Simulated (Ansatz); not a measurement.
**How far is this LiF from the hull?**

Method: DFT PBE, scalar-relativistic, plane waves, PAW (Ansatz). Settings: cutoff 420 eV, Γ-centred meshes spaced at most about 0.3 Å⁻¹ (2π included), Gaussian smearing. No spin polarisation.

The zero of energy is the elements' standard structures at the same level (F₂ as a molecule); no fitted shifts are applied.

All energies are static (0 K, no zero-point motion).

The competitors are the elements and 1 reference phase of this chemical system (from databases or known types: LiF), relaxed at the same level; other known phases may be missing.

The candidate was reached from: 3-connected net, two elements alternating.

```
Li F
1.0
    -1.58334    1.58334    5.37482
     1.58334   -1.58334    5.37482
     1.58334    1.58334   -5.37482
Li F
2 2
Direct
  0.33373 0.33373 0.00000
  0.08373 0.58373 0.50000
  0.16627 0.16627 0.00000
  0.91627 0.41627 0.50000
```

Question: Where does it stand against these competitors?

Answer: Not the lowest form: another structure of the same formula lies lower. Its formation energy is -2.799 eV/atom. The lowest competing phase at this composition is this:

```
phase       space group             source  share of atoms  ΔE_f (eV/atom)
  LiF  P6_3mc (No. 186)  Materials Project          1.0000          -2.953
```

The candidate lies 154 meV/atom above this phase (153 meV/atom from unrounded values). The candidate matches no cell in the subsets of the Crystallography Open Database and the Materials Project at hand. It is metastable at best. Shaken at random and relaxed again it fell by 142 meV/atom, so it probably isn't a firm minimum. The Crystallography Open Database lists this formula in another space group (No. 225).
